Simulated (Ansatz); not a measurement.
# Be: strain and displacement

```xyz
2
Lattice="2.2995 0.0000 0.0000 -1.1498 1.9914 0.0000 0.0000 0.0000 3.6009" Properties=species:S:1:pos:R:3 pbc="T T T"
Be    0.0000    1.3276    0.9002
Be    1.1498    0.6638    2.7007
```

Atoms are numbered in the order listed.

The cell comes from COD entry 9012017, which wasn't checked; take it as a given geometry. It was measured hot, at 658 K.

These are results of DFT, PBE, PAW with Ansatz's default frozen-core files, scalar-relativistic in Ansatz 0.2.0, not measurements.

Numerical set-up: a Γ-centred 20×20×11 k mesh, Fermi–Dirac smearing of 0.05 eV, cutoff 420 eV, no spin polarisation.

The unchanged cell is at -4.71 GPa, so energy changes include a term −P ΔV where the volume moves.

In a metal, stresses and small energies carry noise from the k mesh.

x, y and z are the Cartesian axes of the cell as listed; fractional coordinates follow a strain, and an engineering shear is twice the off-diagonal strain component.

With this change (z strained by +4 % at fixed volume), what becomes of the energy and stress?

Energy change +18.9 meV/atom; stress change (xx, yy, zz, yz, xz, xy) 5.88, 5.88, -12.37, 0.00, 0.00, 0.00 GPa, compression positive.

With this change (equal xy, yz and zx engineering shear strains of -4 %), what becomes of the energy and stress and forces?

Energy change +18.8 meV/atom; stress change (xx, yy, zz, yz, xz, xy) -0.08, -0.06, 1.39, 6.23, 6.17, 5.47 GPa, compression positive; change of the force on Be2 (-0.112, -0.007, -0.019) eV/Å.

With this change (atom 2 (Be) moved by (0.0000, 0.0000, 0.2000) Å), what becomes of the energy and stress and forces?

Energy change +72.7 meV/atom; stress change (xx, yy, zz, yz, xz, xy) 1.69, 1.69, 6.30, 0.00, 0.00, 0.00 GPa, compression positive; change of the force on Be2 (0.000, 0.000, -1.485) eV/Å.

What force constant does this one finite step give for Be2 along its displacement (all its periodic images move with it)?

k = −ΔF·u/|u|² = 7.42 eV/Å², so the force pulls the atom back.
